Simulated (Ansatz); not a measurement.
# NaF: properties of a relaxed candidate, part 2 of 2

Aim: for this structure of NaF, repeat the electronic structure at other levels of theory.

Ansatz 0.2.0; DFT PBE, scalar-relativistic, plane waves, PAW. The steps go on from the part before.

### 5 Eigenvalues a small step from each edge (r2SCAN)

File input.yaml:

```yaml
crystal:
  lattice:
    - [3.2548848956, 0.0, 0.0]
    - [-1.6274424478, 2.818813006, 0.0]
    - [0.0, 0.0, 5.6957475434]
  atoms:
    - { symbol: Na, position: [0.0, 0.0, 0.0] }
    - { symbol: Na, position: [0.0, 0.0, 0.5] }
    - { symbol: F, position: [0.3333333333, 0.6666666667, 0.25] }
    - { symbol: F, position: [0.6666666667, 0.3333333333, 0.75] }
basis:
  ecutwfc: 500
kpoints:
  mp_grid: { grid: [12, 12, 4] }
hamiltonian:
  xc: r2scan
scf:
  occupations: { method: gaussian, width: 0.02 }
output:
  forces: false
  stress: false
  eigenvalues: true
  eigenstates:
    kpoints:
      - [0.0, 0.0, 0.0]
      - [0.01036062, -0.00518031, 0.0]
      - [-0.01036062, 0.00518031, 0.0]
      - [0.0, 0.00897256, 0.0]
      - [0.0, -0.00897256, 0.0]
      - [0.0, 0.0, 0.018130128]
      - [0.0, 0.0, -0.018130128]
      - [0.007326065, 0.002681526, 0.0]
      - [-0.007326065, -0.002681526, 0.0]
      - [0.007326065, -0.003663032, 0.012819936]
      - [-0.007326065, 0.003663032, -0.012819936]
      - [0.0, 0.006344558, 0.012819936]
      - [0.0, -0.006344558, -0.012819936]
      - [0.005981707, 0.002189457, 0.010467434]
      - [-0.005981707, -0.002189457, -0.010467434]
      - [0.0, 0.0, 0.0]
      - [0.01036062, -0.00518031, 0.0]
      - [-0.01036062, 0.00518031, 0.0]
      - [0.0, 0.00897256, 0.0]
      - [0.0, -0.00897256, 0.0]
      - [0.0, 0.0, 0.018130128]
      - [0.0, 0.0, -0.018130128]
      - [0.007326065, 0.002681526, 0.0]
      - [-0.007326065, -0.002681526, 0.0]
      - [0.007326065, -0.003663032, 0.012819936]
      - [-0.007326065, 0.003663032, -0.012819936]
      - [0.0, 0.006344558, 0.012819936]
      - [0.0, -0.006344558, -0.012819936]
      - [0.005981707, 0.002189457, 0.010467434]
      - [-0.005981707, -0.002189457, -0.010467434]
    e_range: [-8.296457, 8.296457]
checkpoint:
  read: start.run
  write: ck
  compress: false
  write_wavefunctions: false
  write_every: 100000
```

The run is started by

```bash
> ansatz run input.yaml --threads 1 --pin off --max-ram 2048MiB --backend cpu --events-out ev --progress --plain --runs-dir out
```

The log of the run, shortened:

```text
[...]
NSCF: frozen V_eff on 30 k-points
SCF converged after 2 iterations
Free energy (F): -4602.524482 eV
[...]
E sigma→0 (E₀):  -4602.524482 eV
Fermi energy:    3.530315 eV
[...]
--- Band table (eV; the first three rows and the last of 57) ---
  k-point 0: bands = ["-49.2817", "-49.2620", "-20.6570", "-20.1498", "-19.6560", "-19.6560", "-19.6293", "-19.6293", "-19.6055", "-19.1308", "-1.4243", "-0.0581", "-0.0459", "-0.0459", "0.1321", "0.1321", "6.9285", "11.3839", "12.5749", "17.8292"]
[...]
```

It took 7.6 s on 1 thread of Arm Neoverse V1, shared host; peak memory 0.39 GiB.

The search puts the valence top at k = (0.000, 0.000, 0.000) and the conduction bottom at (0.000, 0.000, 0.000), 6.80 eV apart.

Effective masses from the curvature, by central differences over 0.02 1/Å, in electron masses along Cartesian directions (n/a: flat, of the wrong sign, or not an extremum):

```
 carrier  band     x     y      z  [110]  [101]  [011]  [111]
    hole    16  7.30  7.30  10.37   7.30   8.57   8.57   8.10
    hole    15  1.07  1.07  10.37   1.07   1.94   1.94   1.53
electron    17  0.58  0.58   0.56   0.58   0.57   0.57   0.57
```

### 6 Level of theory: HSE06

File input.yaml:

```yaml
crystal:
  lattice:
    - [3.2548848956, 0.0, 0.0]
    - [-1.6274424478, 2.818813006, 0.0]
    - [0.0, 0.0, 5.6957475434]
  atoms:
    - { symbol: Na, position: [0.0, 0.0, 0.0] }
    - { symbol: Na, position: [0.0, 0.0, 0.5] }
    - { symbol: F, position: [0.3333333333, 0.6666666667, 0.25] }
    - { symbol: F, position: [0.6666666667, 0.3333333333, 0.75] }
basis:
  ecutwfc: 420
kpoints:
  mp_grid: { grid: [6, 6, 4] }
  band_path:
    path:
      - [[0.0, 0.0, 0.0], [0.5, 0.0, 0.0], [0.33333333, 0.33333333, 0.0], [0.0, 0.0, 0.0], [0.0, 0.0, 0.5], [0.5, 0.0, 0.5], [0.33333333, 0.33333333, 0.5], [0.0, 0.0, 0.5]]
      - [[0.5, 0.0, 0.5], [0.5, 0.0, 0.0]]
      - [[0.33333333, 0.33333333, 0.5], [0.33333333, 0.33333333, 0.0]]
    npoints: 4
hamiltonian:
  xc: hse06
scf:
  occupations: { method: gaussian, width: 0.02 }
output:
  forces: true
  stress: true
  eigenvalues: true
  populations: true
  dos: { projected: true, de: 0.02 }
  bader: false
```

The run is started by

```bash
> ansatz run input.yaml --threads 1 --pin off --max-ram 2048MiB --backend cpu --events-out ev --progress --plain --runs-dir out
```

The log of the run:

```text
Warning: output.stress: scf.convergence.dr2_threshold = 1e-7 eV (the SCF's general default) is looser than the 4e-10 eV advised for a printed stress (1e-10 eV for each atom of the cell: 4). What an SCF threshold leaves in a stress goes as its square root, and in the free energy as the threshold itself, and one threshold admits the most on a small cell: of the crystals measured, under no hybrid functional and no lock of the moments, on runs that ended without the residual-converged pass, on stresses that held no estimate of that error, the worst erred by over 100 MPa in a component at 1e-7 eV an atom and by under 5 at 1e-10. Set scf.convergence.dr2_threshold to 4e-10 eV or tighter. The threshold is an SCF's pass mark: one that does not reach it within its budget of iterations ends unconverged, or closes short of it on a stop that the run arms, and scf.convergence.dr2_threshold's page says what that costs each kind of run
Warning: output.stress: scf.exx.energy_threshold = 1e-6 eV is looser than the 4e-8 eV advised for a stress under a hybrid functional (1e-8 eV for each atom of the cell: 4). Every SCF of the exchange loop can meet its threshold on dr2 while the loop round them stops early: no threshold on dr2 bounds what that leaves in the stress. Set scf.exx.energy_threshold to 4e-8 eV or tighter. The threshold is the loop's pass mark: a loop that does not reach it within its budget of cycles ends unconverged, and scf.exx.energy_threshold's page has the law
Warning: RAYON_NUM_THREADS=1 ignored (pool sized by the plan → 1); use --threads N
Engine: ansatz 0.2.0, aarch64-unknown-linux-gnu
Pseudopotentials: kind: paw
Pseudopotential: Na, paw, valence charge 9, recommended cutoff 420 eV (normal), Na.paw.azcp
Pseudopotential: F, paw, valence charge 7, recommended cutoff 420 eV (normal), F.paw.azcp
Functional definition: HSE06
  parameter a = 0.25
  parameter omega = 0.11/bohr
  exchange = pbe_x - a*pbe_x_sr(omega) + a*exact_x_sr(omega)
  correlation = pbe_c
Crystal: 4 atoms, lattice volume = 52.258 Å³
Basis set: ecut = 420 eV, 1051 PW (Γ), exchange–correlation on 48×48×80 points (8 copies of the dense FFT grid, shifted against one another)
Bands: 20, of which v1, the nominal top of the filled ones, is band 16 counted from 1 (15 counted from 0)
Symmetry: 24 space group operations
Space group: P63/mmc (ITA 194), of the structure as read, at distance tolerance 3.7e-5 Å
k-points: 21 of 144
Non-local potential: Na, projectors of the file, l = 0: 3, l = 1: 2, l = 2: 1
Non-local potential: F, projectors of the file, l = 0: 2, l = 1: 2, l = 2: 1
PAW form: soft (Blöchl's): semilocal exchange-correlation on the pseudo side does not see the compensation charge
PAW frozen core: Na, regenerated for the run's functional, and the local potential with it (the file was generated under x = pbe(κ = 0.804, μ = 0.2195149727645171), c = pbe(β = 0.06672455060314922))
PAW frozen core: F, regenerated for the run's functional, and the local potential with it (the file was generated under x = pbe(κ = 0.804, μ = 0.2195149727645171), c = pbe(β = 0.06672455060314922))
PAW one-centre angular grid: Na, 110 points (default); XC on 96 Gauss nodes
PAW one-centre angular grid: F, 110 points (default); XC on 64 Gauss nodes
Initial density: superposition of atomic densities (neutral atoms: chi_scale 0, normalization atom), corrected by the library's trained network
Initial wavefunctions: pseudopotential atomic-orbital guess
Functional: x = pbe(κ = 0.804, μ = 0.2195149727645171), c = pbe(β = 0.06672455060314922), warm-up for x = pbe(κ = 0.804, μ = 0.2195149727645171) + 0.25 (exact − pbe) at short range (hse, ω = 0.20786987370883472 Å⁻¹), c = pbe(β = 0.06672455060314922); HSE06 as pw.x's `hse` composes it (authors' and Libxc's form: `xc: wpbeh`)
SCF iter   1: F=—  HF=-4594.685669 eV  |F-HF|=—  |Δ(HF+E_count)|=         —  Δρ=7.22e-4  dr2=1.49e-4  ethr=1.77e-3  ⟨swp⟩=2.0  Hψ=2510  notcnv=0
preconditioner: auto → none  [insulator: Δε(μ)=5.975 eV  Ē_g=23.294 eV  σ=0.020 eV  W_gap=1.00  n_scr=22 (ndim 8)  ℏωp=27.2 eV  f_vac=0.143  D(μ)=0.00/eV (n_scr^D=0)]
SCF iter   2: F=-4594.685902 eV  HF=-4594.685858 eV  |F-HF|=4.43e-5  |Δ(HF+E_count)|=   1.89e-4  Δρ=4.08e-4  dr2=3.85e-5  ethr=4.66e-7  ⟨swp⟩=4.0  Hψ=1093  notcnv=0  defer=1
SCF 1 stopped early in 2 iterations: F = -4594.685902 eV  dr2 = 3.85e-5
Initial density: handed on by an earlier stage of this run
Initial wavefunctions: those handed on with the density
Functional: x = pbe(κ = 0.804, μ = 0.2195149727645171) + 0.25 (exact − pbe) at short range (hse, ω = 0.20786987370883472 Å⁻¹), c = pbe(β = 0.06672455060314922); HSE06 as pw.x's `hse` composes it (authors' and Libxc's form: `xc: wpbeh`)
Exchange kernel: α = 0.2500, screened, ω = 0.2079 Å⁻¹, Wigner–Seitz truncation, v(0) = 1044.8746 eV·Å³, q-mesh 6×6×4, nearest image of the exchange supercell L = 19.53 Å, pair-density grid 15×15×30, without the augmentation charges, whose exchange is taken in its separable form by FFT convolution over the k-point mesh (sized by the pseudopotential files, 20×20×40 at the most), smooth part of the exact exchange by density-matrix convolution
Frozen-core exchange: fock
SCF iter   1: F=—  HF=-4594.687818 eV  |F-HF|=—  |Δ(HF+E_count)|=         —  Δρ=9.18e-3  dr2=4.14e-2  ethr=1.20e-6  ⟨swp⟩=5.6  Hψ=1853  notcnv=0
preconditioner: auto → none  [insulator: Δε(μ)=8.236 eV  Ē_g=26.463 eV  σ=0.020 eV  W_gap=1.00  n_scr=22 (ndim 8)  ℏωp=27.2 eV  f_vac=0.141  D(μ)=0.00/eV (n_scr^D=0)]
SCF iter   2: F=—  HF=-4594.674240 eV  |F-HF|=—  |Δ(HF+E_count)|=   1.36e-2  Δρ=5.36e-3  dr2=4.88e-3  ethr=1.20e-6  ⟨swp⟩=4.0  Hψ=1518  notcnv=0
SCF iter   3: F=—  HF=-4594.679404 eV  |F-HF|=—  |Δ(HF+E_count)|=   5.16e-3  Δρ=1.99e-3  dr2=1.56e-3  ethr=1.20e-6  ⟨swp⟩=4.0  Hψ=1325  notcnv=0
SCF iter   4: F=—  HF=-4594.678876 eV  |F-HF|=—  |Δ(HF+E_count)|=   5.28e-4  Δρ=6.37e-4  dr2=1.87e-4  ethr=1.20e-6  ⟨swp⟩=3.0  Hψ=1062  notcnv=0
iter 5 solved again at ethr=5.19e-9 eV; its pass at ethr=4.00e-7 eV (dr2=1.66e-6 eV) is discarded
SCF iter   5: F=—  HF=-4594.678833 eV  |F-HF|=—  |Δ(HF+E_count)|=   4.25e-5  Δρ=8.89e-5  dr2=2.63e-5  ethr=5.19e-9  ⟨swp⟩=3.0  Hψ=1723  notcnv=0
SCF iter   6: F=—  HF=-4594.679026 eV  |F-HF|=—  |Δ(HF+E_count)|=   1.93e-4  Δρ=4.21e-4  dr2=5.98e-5  ethr=5.19e-9  ⟨swp⟩=4.0  Hψ=1228  notcnv=0
SCF iter   7: F=-4594.679015 eV  HF=-4594.679007 eV  |F-HF|=8.11e-6  |Δ(HF+E_count)|=   1.97e-5  Δρ=4.98e-6  dr2=6.69e-7  ethr=5.19e-9  ⟨swp⟩=4.0  Hψ=1099  notcnv=0
SCF 2 stopped early in 7 iterations: F = -4594.679015 eV  dr2 = 6.69e-7
hybrid outer 1: dexx = +6.907e-3 eV, tail = 1.72e-5 eV
Exchange kernel: α = 0.2500, screened, ω = 0.2079 Å⁻¹, Wigner–Seitz truncation, v(0) = 1044.8746 eV·Å³, q-mesh 6×6×4, nearest image of the exchange supercell L = 19.53 Å, pair-density grid 15×15×30, without the augmentation charges, whose exchange is taken in its separable form by FFT convolution over the k-point mesh (sized by the pseudopotential files, 20×20×40 at the most), smooth part of the exact exchange by density-matrix convolution
Frozen-core exchange: fock
SCF iter   1: F=—  HF=-4594.679122 eV  |F-HF|=—  |Δ(HF+E_count)|=         —  Δρ=9.26e-5  dr2=3.15e-6  ethr=2.69e-7  ⟨swp⟩=3.4  Hψ=951  notcnv=0
preconditioner: auto → none  [insulator: Δε(μ)=8.126 eV  Ē_g=26.362 eV  σ=0.020 eV  W_gap=1.00  n_scr=22 (ndim 8)  ℏωp=27.2 eV  f_vac=0.163  D(μ)=0.00/eV (n_scr^D=0)]
SCF iter   2: F=—  HF=-4594.679121 eV  |F-HF|=—  |Δ(HF+E_count)|=   1.27e-6  Δρ=2.07e-5  dr2=1.04e-7  ethr=9.23e-9  ⟨swp⟩=3.0  Hψ=1068  notcnv=0
SCF iter   3: F=—  HF=-4594.679121 eV  |F-HF|=—  |Δ(HF+E_count)|=   2.43e-7  Δρ=9.70e-6  dr2=1.97e-8  ethr=2.28e-10  ⟨swp⟩=3.1  Hψ=1120  notcnv=0
SCF iter   4: F=-4594.679121 eV  HF=-4594.679121 eV  |F-HF|=4.55e-11  |Δ(HF+E_count)|=   1.56e-8  Δρ=4.38e-7  dr2=1.81e-10  ethr=5.25e-11  ⟨swp⟩=3.0  Hψ=1033  notcnv=0
SCF 3 converged in 4 iterations: F = -4594.679121 eV  dr2 = 1.81e-10
  Residual-converged pass: ⟨swp⟩=3.0  Hψ=837  notcnv=0  max |occ|·‖R‖ = 2.4e-6 eV (tolerance 2.4e-6 eV)  dr2=1.54e-10  dr2_onsite=3.40e-11  max |Δocc| = 0.0e0
hybrid outer 2: dexx = +2.518e-7 eV, tail = 7.84e-9 eV, Δε = 2.76e-3 eV (about 7.23e-5 eV left of the loop's levels)
NSCF: frozen V_eff on 39 k-points
hybrid SCF converged: 2 outer / 11 inner (+2 warm-up), last move |dexx| = 2.52e-7 eV, tail = 7.84e-9 eV
Stability not checked: this state was not tested for a lower state beside it, because the functional holds exact exchange (a hybrid, or Hartree-Fock), whose exchange loop this test does not read (fock_operator; see scf.lower_state_search)
Free energy (F): -4594.679121 eV
Frozen-core exchange: fock
Harris-Foulkes:  -4594.679121 eV  (|F-HF|=4.55e-11)
Internal energy: -4594.679121 eV  (E = F + TS)
E sigma→0 (E₀):  -4594.679121 eV
Fermi energy:    3.146151 eV
--- Per-component energies (eV) ---
  E_band       = -570.412683
  E_kinetic    = 662.114006
  E_local      = -3470.416483  (includes V_loc(G=0)·N_el)
  E_nonlocal   = 374.750348
  E_hartree    = 1239.026920
  E_xc         = -192.642970
  E_vxc        = -244.952180  (∫ρ·V_xc dr)
  E_exx        = -139.616723  (= α·E_x^exact, valence–valence)
  E_paw        = -835.810756  (= ΣΔE_a)
  E_vpaw       = -90.733643  (= ΣTr[D̂ρ^β])
  E_aug_tail   = 0.004352  (compensation charges beyond the density's cutoff)
  E_ewald      = -2231.959602
  E_core_change = -0.128220  (= ΣΔE_core)
  E_smearing   = -0.000000  (= −TS)
  E_closure    = 0.000007  (closes the sum)
  Σ components = -4594.679121   (vs F -4594.679121, Δ=0.00e0)
--- Forces (eV/Å), atoms counted from 1 ---
  atom   1  Na     0.00000000     0.00000000    -0.00000000
  atom   2  Na     0.00000000    -0.00000000     0.00000000
  atom   3  F      0.00000000     0.00000000     0.00000000
  atom   4  F      0.00000000    -0.00000000     0.00000000
  max |Σ_I F_I| component: 2.89e-19 eV/Å
--- Stress (GPa, compression-positive) ---
       -1.765964       0.000000       0.000000
        0.000000      -1.765964       0.000000
        0.000000       0.000000      -2.014245
  P = ⅓ Tr σ = -1.8487 GPa (-18.487 kbar)
--- Band table (eV; the first three rows and the last of 21) ---
  k-point 0: bands = ["-51.4848", "-51.4639", "-22.3977", "-21.6245", "-21.6127", "-21.6127", "-21.5857", "-21.5857", "-21.5610", "-20.8098", "-2.5220", "-1.1052", "-1.1052", "-1.1042", "-0.9158", "-0.9158", "7.2081", "11.6920", "12.9135", "18.0570"]
  k-point 1: bands = ["-51.4818", "-51.4669", "-22.3336", "-21.8940", "-21.6088", "-21.6088", "-21.5897", "-21.5897", "-21.2953", "-20.8713", "-2.3456", "-1.3524", "-1.0778", "-1.0778", "-0.9438", "-0.9438", "7.6995", "10.5016", "14.0920", "17.3083"]
  k-point 2: bands = ["-51.4744", "-51.4744", "-22.1543", "-22.1543", "-21.5992", "-21.5992", "-21.5992", "-21.5992", "-21.0434", "-21.0434", "-1.8833", "-1.8833", "-1.0113", "-1.0113", "-1.0113", "-1.0113", "8.9393", "8.9393", "15.7406", "15.7406"]
  k-point 20: bands = ["-51.4648", "-51.4648", "-22.0485", "-22.0485", "-21.6781", "-21.6781", "-21.6578", "-21.6578", "-20.9936", "-20.9936", "-2.0207", "-2.0207", "-1.7982", "-1.7982", "-1.3539", "-1.3539", "13.7918", "13.7918", "14.2372", "14.2372"]
--- Löwdin populations: 4 sites ---
  site symbol       q [e]
     0     Na      8.1826
     1     Na      8.1826
     2      F      7.7742
     3      F      7.7742
  spilling = 0.002699 (of n_electrons = 32.000000)
```

It took 5 min on 1 thread of Arm Neoverse V1, shared host; peak memory 0.96 GiB.

Site by site:

```
atom  Löwdin electrons
 Na1              8.18
 Na2              8.18
  F3              7.77
  F4              7.77
```

bands.tsv at the labelled points (eV, zero at the valence-band top; the bands nearest the gap):

```
point  band 13  band 14  band 15  band 16  band 17  band 18
    Γ    -0.19    -0.19     0.00     0.00     8.12    12.61
    M    -0.77    -0.52    -0.38    -0.28    12.62    14.10
    K    -0.95    -0.64    -0.61    -0.61    13.91    13.91
    Γ    -0.19    -0.19     0.00     0.00     8.12    12.61
    A    -0.09    -0.09    -0.09    -0.09     9.86     9.86
    L    -0.50    -0.50    -0.33    -0.33    13.62    13.62
    H    -0.88    -0.88    -0.44    -0.44    14.71    14.71
    A    -0.09    -0.09    -0.09    -0.09     9.86     9.86
    L    -0.50    -0.50    -0.33    -0.33    13.62    13.62
    M    -0.77    -0.52    -0.38    -0.28    12.62    14.10
    H    -0.88    -0.88    -0.44    -0.44    14.71    14.71
    K    -0.95    -0.64    -0.61    -0.61    13.91    13.91
```

Highest filled and lowest empty level along the path:

```
distance (1/Å)  highest filled (eV)  lowest empty (eV)
          0.00                 0.00               8.12
          1.11                -0.28              12.62
          1.76                -0.61              13.91
          3.04                 0.00               8.12
          3.60                -0.09               9.86
          4.71                -0.33              13.62
          5.35                -0.44              14.71
          6.64                -0.09               9.86
          7.05                -0.28              12.68
          7.47                -0.51              14.16
```

Counts of states by energy window (eV from the valence-band top), total and by projection:

```csv
from,to,total,Na 3s,F 2p
-5,-4,0.00,0.00,0.00
-4,-3,0.00,0.00,0.00
-3,-2,0.00,0.00,0.00
-2,-1,3.40,0.16,3.20
-1,0,8.59,0.04,8.47
0,1,0.01,0.00,0.01
1,2,0.00,0.00,0.00
2,3,0.00,0.00,0.00
3,4,0.00,0.00,0.00
4,5,0.00,0.00,0.00
5,6,0.00,0.00,0.00
6,7,0.00,0.00,0.00
7,8,0.00,0.00,0.00
8,9,0.06,0.04,0.00
9,10,0.23,0.18,0.01
10,11,0.40,0.32,0.03
11,12,0.61,0.47,0.04
```

Below -5 eV lie 20 or so more states.

### 7 The levels side by side

```
 level  gap (eV)  gap less that of HSE06 (eV)  pressure (GPa)  CPU time  against the first
   PBE      5.98                        -2.14             0.0      29 s                × 1
r2SCAN      6.80                        -1.33            -3.2      46 s              × 1.6
 HSE06      8.12                        +0.00            -1.8     5 min               × 10
```

All at the geometry relaxed with the first. Hybrids ran on coarser meshes and shorter paths, so their times and gaps are not like for like.

### 8 Summary of results

What follows sums up all 2 parts.

| quantity | value |
| --- | --- |
| gap (r2SCAN) | 6.80 eV, direct on the path |
| Bader charges (r2SCAN) | Na +0.89, F -0.89 e |
| gap over the zone (r2SCAN) | 6.80 eV, direct |
| valence top, conduction bottom (fractional k) (r2SCAN) | (0.000, 0.000, 0.000), (0.000, 0.000, 0.000) |
| hole masses (r2SCAN) | 1.07 to 10.37 m0 along the directions sampled |
| electron masses (r2SCAN) | 0.56 to 0.58 m0 along the directions sampled |
| gap (HSE06) | 8.12 eV, direct on the path |

The gap runs from 5.98 eV with PBE to 8.12 eV with HSE06. Exact exchange in HSE06 widens it by 2.14 eV. At this fixed cell r2SCAN gives -3.2 GPa, so it would relax to a smaller volume. HSE06 cost 10 times the CPU time of PBE on a shared host.
